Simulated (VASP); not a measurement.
Si: from C11, C12, C44 to the moduli of a polycrystal

The cell as given, ahead of any relaxation:

It takes space group Fd-3m (No. 227, cubic). Conventional cell: a = 5.431 Å, b = 5.431 Å, c = 5.431 Å, α = 90.00°, β = 90.00°, γ = 90.00°. Si (site symmetry -43m) has 4 Si at 2.35 Å as nearest neighbours.

Constants in GPa on the cubic axes, for the cell relaxed at the run's level, with the atoms relaxed in the strained cells where symmetry lets them move; no spin polarisation, no spin-orbit coupling. Meshes are those of the run's cell of 2 atoms. Occupations: fermi-dirac 0.02 eV (run 1); fermi-dirac 0.02 eV (run 2); fermi-dirac 0.02 eV (run 3). Space group Fd-3m.

| run | level | program and potentials | k mesh | cell | C11 | C12 | C44 |
| --- | --- | --- | --- | --- | --- | --- | --- |
| 1 | LDA | VASP, LDA PAW files Si, 600 eV | 10 × 10 × 10 | relaxed, 19.72 Å³ an atom | 161.1 | 64.5 | 76.1 |
| 2 | PBE | VASP, PBE PAW files Si, 600 eV | 10 × 10 × 10 | relaxed, 20.44 Å³ an atom | 153.2 | 56.9 | 74.8 |
| 3 | r2SCAN | VASP, PBE PAW files Si, 600 eV (made for PBE) | 10 × 10 × 10 | relaxed, 20.12 Å³ an atom | 168.8 | 61.9 | 82.6 |

Q: For run 2, work out the bulk, shear and Young's moduli of a random polycrystal, Poisson's ratio and the anisotropy, and test the cell's stability.

A: From the values as printed: B = (C11 + 2 C12)/3 = 89.0 GPa. Voigt: G_V = (C11 - C12 + 3 C44)/5 = 64.1; Reuss: G_R = 5 C44 (C11 - C12)/[4 C44 + 3 (C11 - C12)] = 61.2; Hill's mean, from the unrounded bounds, G = 62.7 GPa. Young's modulus E = 9BG/(3B + G) = 152.3 GPa, Poisson's ratio ν = (3B - 2G)/[2(3B + G)] = 0.215. Zener's ratio 2 C44/(C11 - C12) = 1.55, so the crystal is stiffest along ⟨111⟩ and softest along ⟨100⟩. C11 > |C12|, C11 + 2 C12 > 0 and C44 > 0 hold, so the cell is stable against small uniform strains, which says nothing of soft phonons. Over the runs shown B spans 89.0 to 97.5 GPa and C44 74.8 to 82.6.
